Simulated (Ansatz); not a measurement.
# As under changes of volume

One of the cells (21.530 Å³/atom); the others are scaled copies at fixed shape and fractional positions:

```xyz
2
Lattice="1.8808 1.0859 3.5141 -1.8808 1.0859 3.5141 0.0000 -2.1718 3.5141" Properties=species:S:1:pos:R:3 pbc="T T T"
As    0.0000    0.0000    2.3825
As    0.0000    0.0000    8.1597
```

* Program: Ansatz 0.2.0
* Functional: PBE
* Potentials or basis: Ansatz PAW
* Cutoff: 420 eV (not typed: the program's choice for these potentials)
* k mesh: 9 × 9 × 9
* Occupations: fermi-dirac, width 0.05 eV
* Spin: no spin polarisation

```tsv
volume (Å³/atom)	energy over the lowest point (meV/atom)	pressure (GPa)	largest force (eV/Å)
20.239	63.87	9.5	0.887
20.669	41.17	7.4	0.723
21.100	23.92	5.5	0.571
21.530	11.62	3.7	0.429
21.961	?	?	?
22.392	0.06	0.7	0.169
22.822	0.00	-0.6	0.051
```

Question: What does the run at 21.961 Å³/atom give?

Answer: Energy over the lowest point 3.81 meV/atom; pressure 2.1 GPa; largest force 0.295 eV/Å.

Worked out: A Birch-Murnaghan fit of order 3 (a polynomial in V^(-2/3)) to the other rows has its minimum at 22.61 Å³/atom with B0 = V·E''(V) = 68 GPa and B' = 4.1 at fixed shape and positions, which overstates the stiffness. It gives 3.81 meV/atom at 21.961 Å³/atom, against the run's 3.81, and -dE/dV = 2.1 GPa, against 2.1.

Energies are extrapolated to zero smearing.
